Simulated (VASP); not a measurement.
# KCl (rocksalt), r²SCAN single-point calculation: Ansatz's output and VASP's

```yaml
crystal:
  lattice:
    - [0.00000, 3.14485, 3.14485]
    - [3.14485, 0.00000, 3.14485]
    - [3.14485, 3.14485, 0.00000]
  atoms:
    - { symbol: K, position: [0.00000, 0.00000, 0.00000] }
    - { symbol: Cl, position: [0.50000, 0.50000, 0.50000] }
```

Ansatz printed

```
SCF 1 converged in 6 iterations: F = -2630.473102 eV  dr2 = 3.01e-9
  greatest PAW one-centre occupation: 0.989 electrons in one spin orbital (limit 2), on the K atom at site 0 (counted from 0), in its partial waves of l = 0
NSCF: frozen V_eff on 6 k-points
SCF converged after 6 iterations
Free energy (F): -2630.473102 eV
Harris-Foulkes:  -2630.473102 eV  (|F-HF|=4.67e-10)
Internal energy: -2630.473102 eV  (E = F + TS)
E sigma→0 (E₀):  -2630.473102 eV
Fermi energy:    0.444275 eV
--- Per-component energies (eV) ---
  E_band       = -142.553276
  E_kinetic    = 415.686435
  E_local      = -833.005591  (includes V_loc(G=0)·N_el)
  E_nonlocal   = 40.799860
  E_hartree    = 279.163275
  E_xc         = -238.884113
  E_vxc        = -322.318835  (∫ρ·V_xc dr)
  E_paw        = -1454.447113  (= ΣΔE_a)
  E_vpaw       = -20.490607  (= ΣTr[D̂ρ^β])
  E_aug_tail   = 0.000035  (compensation charges beyond the density's cutoff)
  E_vtau       = 18.449519  (kinetic-family band-sum trace: ∫τ·v_τ [+ j·A + Jᵃ·Aᵃ] dr)
  E_ewald      = -839.453297
  E_core_change = -0.332592  (= ΣΔE_core)
  E_smearing   = -0.000000  (= −TS)
  E_closure    = 0.000000  (closes the sum)
  Σ components = -2630.473102   (vs F -2630.473102, Δ=0.00e0)
--- Forces (eV/Å), atoms counted from 1 ---
  atom   1  K     -0.00000000    -0.00000000    -0.00000000
  atom   2  Cl     0.00000000    -0.00000000     0.00000000
  max |Σ_I F_I| component: 1.28e-29 eV/Å
--- Stress (GPa, compression-positive) ---
        0.030849      -0.000000       0.000000
        0.000000       0.030849      -0.000000
        0.000000      -0.000000       0.030849
  P = ⅓ Tr σ = 0.0308 GPa (0.308 kbar)
--- Band table (eV; the first three rows and the last of 29) ---
  k-point 0: bands = ["-27.7474", "-12.2202", "-10.4385", "-10.4385", "-10.4385", "0.4443", "0.4443", "0.4443", "6.2755", "9.4587", "9.4587", "9.4587"]
  k-point 1: bands = ["-27.7459", "-12.2453", "-10.4397", "-10.4397", "-10.4048", "0.2588", "0.3940", "0.3940", "6.6502", "9.3106", "9.6619", "9.6619"]
  k-point 2: bands = ["-27.7421", "-12.3026", "-10.4426", "-10.4426", "-10.3266", "-0.1348", "0.2768", "0.2768", "7.5296", "9.1857", "10.2401", "10.2401"]
  k-point 28: bands = ["-27.7337", "-12.2025", "-10.5375", "-10.5375", "-10.3597", "-0.0392", "-0.0336", "-0.0336", "9.0247", "9.0247", "10.7886", "11.1766"]
```

Each program uses its own PAW datasets. VASP's cell holds 16 valence electrons and Ansatz's 16. Ansatz's stress includes a Pulay correction; VASP's doesn't.

Task: What does VASP give for the same cell and level of theory?

Result: gap between bands v and c 5.83 eV; least direct gap 5.83 eV; pressure 0.0 GPa.

From OUTCAR

```
k-points           NKPTS =     29   k-points in BZ     NKDIM =     29   number of bands    NBANDS=     15

   NELECT =      16.0000    total number of electrons

   dimension x,y,z NGX =    36 NGY =   36 NGZ =   36
   dimension x,y,z NGXF=    72 NGYF=   72 NGZF=   72

  energy-cutoff  :      520.00
  volume of cell :       62.21
      direct lattice vectors                 reciprocal lattice vectors
     0.000000000  3.144848320  3.144848320    -0.158990180  0.158990180  0.158990180
     3.144848320  0.000000000  3.144848320     0.158990180 -0.158990180  0.158990180
     3.144848320  3.144848320  0.000000000     0.158990180  0.158990180 -0.158990180

 k-points in reciprocal lattice and weights: KPOINTS created by Atomic Simulation Env
   0.00000000  0.00000000  0.00000000       0.002
   0.12500000  0.00000000  0.00000000       0.016
   0.25000000  0.00000000  0.00000000       0.016
   0.37500000  0.00000000  0.00000000       0.016
   0.50000000  0.00000000  0.00000000       0.008
   0.12500000  0.12500000  0.00000000       0.012
   0.25000000  0.12500000  0.00000000       0.047
   0.37500000  0.12500000  0.00000000       0.047
   ...

 E-fermi :  -2.1828

 k-point     1 :       0.0000    0.0000    0.0000
  band No.  band energies     occupation
      1     -30.5229      2.00000
      2     -14.9299      2.00000
      3     -13.2142      2.00000
      4     -13.2142      2.00000
      5     -13.2142      2.00000
      6      -2.2580      2.00000
      7      -2.2580      2.00000
      8      -2.2580      2.00000
      9       3.5770      0.00000
     10       6.7765      0.00000
     11       6.7765      0.00000
     12       6.7765      0.00000
     13       7.8204      0.00000
     14       7.8204      0.00000
     15      11.1184      0.00000

 k-point     2 :       0.1250    0.0000    0.0000
  band No.  band energies     occupation
      1     -30.5213      2.00000
      2     -14.9560      2.00000
      3     -13.2154      2.00000
      4     -13.2154      2.00000
      5     -13.1796      2.00000
      6      -2.4432      2.00000
      7      -2.3080      2.00000
      8      -2.3080      2.00000
      9       3.9513      0.00000
     10       6.6264      0.00000
     11       6.9809      0.00000
     12       6.9809      0.00000
     13       8.0406      0.00000
     14       8.0406      0.00000
     15      11.7577      0.00000

 k-point     3 :       0.2500    0.0000    0.0000
  band No.  band energies     occupation
      1     -30.5177      2.00000
      2     -15.0152      2.00000
      3     -13.2184      2.00000
      4     -13.2184      2.00000
      5     -13.0991      2.00000
      6      -2.8360      2.00000
      7      -2.4244      2.00000
      8      -2.4244      2.00000
      9       4.8314      0.00000
     10       6.4973      0.00000
     11       7.5632      0.00000
     12       7.5632      0.00000
     13       8.6480      0.00000
     14       8.6480      0.00000
     15      12.2039      0.00000

 k-point     4 :       0.3750    0.0000    0.0000
  band No.  band energies     occupation
      1     -30.5139      2.00000
      2     -15.0701      2.00000
      3     -13.2213      2.00000
      4     -13.2213      2.00000
      5     -13.0225      2.00000
      6      -3.1763      2.00000
      7      -2.5356      2.00000
      8      -2.5356      2.00000
      9       5.6214      0.00000
     10       6.7344      0.00000
     11       8.4228      0.00000
     12       8.4228      0.00000
     13       9.4457      0.00000
     14       9.4457      0.00000
     15      11.2392      0.00000

 k-point     5 :       0.5000    0.0000    0.0000
  band No.  band energies     occupation
      1     -30.5124      2.00000
      2     -15.0917      2.00000
      3     -13.2225      2.00000
      4     -13.2225      2.00000
      5     -12.9918      2.00000
      6      -3.3061      2.00000
      7      -2.5802      2.00000
      8      -2.5802      2.00000
      9       5.8790      0.00000
     10       6.9913      0.00000
     11       9.0694      0.00000
     12       9.0694      0.00000
     13       9.9270      0.00000
     14       9.9270      0.00000
     15      10.7275      0.00000

 k-point     6 :       0.1250    0.1250    0.0000
  band No.  band energies     occupation
      1     -30.5208      2.00000
      2     -14.9575      2.00000
      3     -13.2222      2.00000
      4     -13.2221      2.00000
      5     -13.1667      2.00000
      6      -2.5195      2.00000
      7      -2.3004      2.00000
      8      -2.3004      2.00000
      9       4.0498      0.00000
     10       6.3134      0.00000
     11       7.1969      0.00000
     12       7.1969      0.00000
     13       7.9479      0.00000
     14       8.2574      0.00000
     15      11.9423      0.00000

 ...

  Total        0.0003006      0.0003006      0.0003006     -0.0000000      0.0000000      0.0000000
  in kB        0.0077423      0.0077423      0.0077423     -0.0000000      0.0000000      0.0000000
  external PRESSURE =       0.0077423 kB  Pullay stress =       0.0000000 kB

 POSITION                                       TOTAL-FORCE (eV/Angst)
 -----------------------------------------------------------------------------------
      0.00000      0.00000      0.00000        -0.000000      0.000000      0.000000
      3.14485      3.14485      3.14485         0.000000     -0.000000     -0.000000
 -----------------------------------------------------------------------------------
    total drift:                                0.000000      0.000000      0.000000

  FREE ENERGIE OF THE ION-ELECTRON SYSTEM (eV)
  ---------------------------------------------------
  free  energy   TOTEN  =       -16.5064841737 eV

  energy  without entropy=      -16.5064841737  energy(sigma->0) =      -16.50648417
```
